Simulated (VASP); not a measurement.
Output of a VASP run:

OSZICAR:
```
       N       E                     dE             d eps       ncg     rms          rms(c)
DAV:   1     0.912980848801E+02    0.91298E+02   -0.68899E+03   480   0.111E+03
DAV:   2    -0.602771090959E+01   -0.97326E+02   -0.90561E+02   756   0.189E+02
DAV:   3    -0.132078470196E+02   -0.71801E+01   -0.71473E+01   584   0.583E+01
DAV:   4    -0.132726889446E+02   -0.64842E-01   -0.64794E-01   560   0.664E+00
DAV:   5    -0.132734506175E+02   -0.76167E-03   -0.76159E-03   616   0.715E-01    0.357E+00
DAV:   6    -0.630813527296E+01    0.69653E+01   -0.49624E+00   480   0.290E+01    0.207E+00
DAV:   7    -0.612344400147E+01    0.18469E+00   -0.19581E+00   488   0.191E+01    0.160E+00
DAV:   8    -0.637291972361E+01   -0.24948E+00   -0.41291E-01   552   0.485E+00    0.886E-01
DAV:   9    -0.648965502277E+01   -0.11674E+00   -0.69944E-01   484   0.900E+00    0.682E-01
DAV:  10    -0.626969973341E+01    0.21996E+00   -0.78406E-01   484   0.101E+01    0.254E-01
DAV:  11    -0.633799830541E+01   -0.68299E-01   -0.76888E-02   488   0.326E+00    0.179E-01
DAV:  12    -0.621413711953E+01    0.12386E+00   -0.41261E-02   500   0.248E+00    0.250E-01
DAV:  13    -0.631301290662E+01   -0.98876E-01   -0.22144E-02   508   0.175E+00    0.320E-02
DAV:  14    -0.634060758312E+01   -0.27595E-01   -0.17245E-02   488   0.150E+00    0.734E-02
DAV:  15    -0.633517062120E+01    0.54370E-02   -0.44465E-03   512   0.848E-01    0.750E-02
DAV:  16    -0.633927502169E+01   -0.41044E-02   -0.15226E-03   504   0.474E-01    0.293E-02
DAV:  17    -0.633986441330E+01   -0.58939E-03   -0.95463E-05   584   0.112E-01    0.188E-02
DAV:  18    -0.634053641141E+01   -0.67200E-03   -0.41432E-04   508   0.253E-01    0.570E-03
DAV:  19    -0.634054578337E+01   -0.93720E-05   -0.43413E-06   584   0.222E-02    0.548E-03
DAV:  20    -0.634054529016E+01    0.49320E-06   -0.27943E-06   556   0.196E-02    0.434E-03
DAV:  21    -0.634054684984E+01   -0.15597E-05   -0.50437E-07   592   0.692E-03    0.263E-03
DAV:  22    -0.634054550371E+01    0.13461E-05   -0.14004E-06   528   0.131E-02    0.237E-03
DAV:  23    -0.634054745861E+01   -0.19549E-05   -0.10861E-06   528   0.135E-02    0.132E-03
DAV:  24    -0.634054757582E+01   -0.11721E-06   -0.69175E-08   392   0.320E-03    0.745E-04
DAV:  25    -0.634054758696E+01   -0.11135E-07   -0.86585E-09   328   0.975E-04
   1 F= -.63405476E+01 E0= -.63405476E+01  d E =-.246431E-18
```

OUTCAR:
```
------------------------ aborting loop because EDIFF is reached ----------------------------------------
  FORCE on cell =-STRESS in cart. coord.  units (eV):
  Direction    XX          YY          ZZ          XY          YZ          ZX
  --------------------------------------------------------------------------------------
  Total       -0.2206846     -0.2206846     -0.2206846     -0.0000000     -0.0000000      0.0000000
  in kB       -4.8151690     -4.8151690     -4.8151690     -0.0000000     -0.0000000      0.0000000
  external PRESSURE =      -4.8151690 kB  Pullay stress =       0.0000000 kB
  volume of cell :       73.43
      direct lattice vectors                 reciprocal lattice vectors
     4.187520980  0.000000000  0.000000000     0.238804774  0.000000000  0.000000000
     0.000000000  4.187520980  0.000000000     0.000000000  0.238804774  0.000000000
     0.000000000  0.000000000  4.187520980     0.000000000  0.000000000  0.238804774
 POSITION                                       TOTAL-FORCE (eV/Angst)
 -----------------------------------------------------------------------------------
      0.00000      0.00000      0.00000         0.000000      0.000000      0.000000
      2.09376      2.09376      2.09376         0.000000      0.000000      0.000000
 -----------------------------------------------------------------------------------
    total drift:                                0.000000      0.000000     -0.000000
  FREE ENERGIE OF THE ION-ELECTRON SYSTEM (eV)
  ---------------------------------------------------
  free  energy   TOTEN  =        -6.3405475870 eV

  energy  without entropy=       -6.3405475870  energy(sigma->0) =       -6.34054759
```
(Selected blocks of OUTCAR.)

### POSCAR
```
CsCl
1
    4.1875209798     0.0000000000     0.0000000000
    0.0000000000     4.1875209798     0.0000000000
    0.0000000000     0.0000000000     4.1875209798
Cs Cl
1 1
Direct
  0.0000000000   0.0000000000   0.0000000000
  0.5000000000   0.5000000000   0.5000000000
```

Question: Write an INCAR and KPOINTS that could have produced this output.

Answer: This is not unique; one that fits is the input of the run itself, MS2 meta-GGA, plane waves, VASP's PBE PAW potentials (set 64).

INCAR:
```
SYSTEM = CsCl
PREC = Accurate
ENCUT = 520
EDIFF = 1E-7
NELM = 100
ALGO = Normal
LREAL = .FALSE.
LASPH = .TRUE.
ISMEAR = 0
SIGMA = 0.05
METAGGA = MS2
LMIXTAU = .TRUE.
LMAXMIX = 4
LWAVE = .FALSE.
LCHARG = .FALSE.
ISIF = 2
```

File KPOINTS:
```
Automatic
0
gamma
7 7 7
0 0 0
```

POTCAR, in this order: Cs_sv Cl (PBE.64 set). Program: vasp_std.

The compound is CsCl in the CsCl type structure. This cell is one point of a volume scan, at 1.03 of the reference volume.
